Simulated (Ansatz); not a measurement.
## Al under changes of volume

One of the cells (16.603 Å³/atom); the others are scaled copies at fixed shape and fractional positions:

```
Al
1.0
     0.00000    2.02481    2.02481
     2.02481    0.00000    2.02481
     2.02481    2.02481    0.00000
Al
1
Direct
  0.00000 0.00000 0.00000
```

| Item | Value |
| --- | --- |
| Program | Ansatz 0.2.0 |
| Functional | RPBE |
| Dispersion | D4 |
| Potentials or basis | Ansatz PAW |
| Cutoff | 420 eV (not typed: the program's choice for these potentials) |
| k mesh | 11 × 11 × 11 |
| Occupations | fermi-dirac, width 0.05 eV |
| Spin | no spin polarisation |

| volume (Å³/atom) | energy over the lowest point (meV/atom) | pressure (GPa) |
| --- | --- | --- |
| 15.607 | 0.00 | 0.0 |
| 15.939 | ? | ? |
| 16.271 | 7.49 | -3.5 |
| 16.603 | 16.24 | -4.9 |
| 16.935 | 27.88 | -6.2 |
| 17.267 | 42.05 | -7.4 |
| 17.599 | 58.51 | -8.4 |

Problem. What does the run at 15.939 Å³/atom give?

Solution. Energy over the lowest point 1.96 meV/atom; pressure -1.8 GPa.

Worked out: A Birch-Murnaghan fit of order 3 (a polynomial in V^(-2/3)) to the other rows has its minimum at 15.61 Å³/atom with B0 = V·E''(V) = 92 GPa and B' = 4.4. It gives 1.94 meV/atom at 15.939 Å³/atom, against the run's 1.96, and -dE/dV = -1.8 GPa, against -1.8.

Energies are extrapolated to zero smearing.

Caveats: pairwise dispersion overbinds metals, which lowers pressure and volume; the PAW data sets come from PBE, with cores solved anew for the run's functional, which leaves a small shift of forces and pressure.
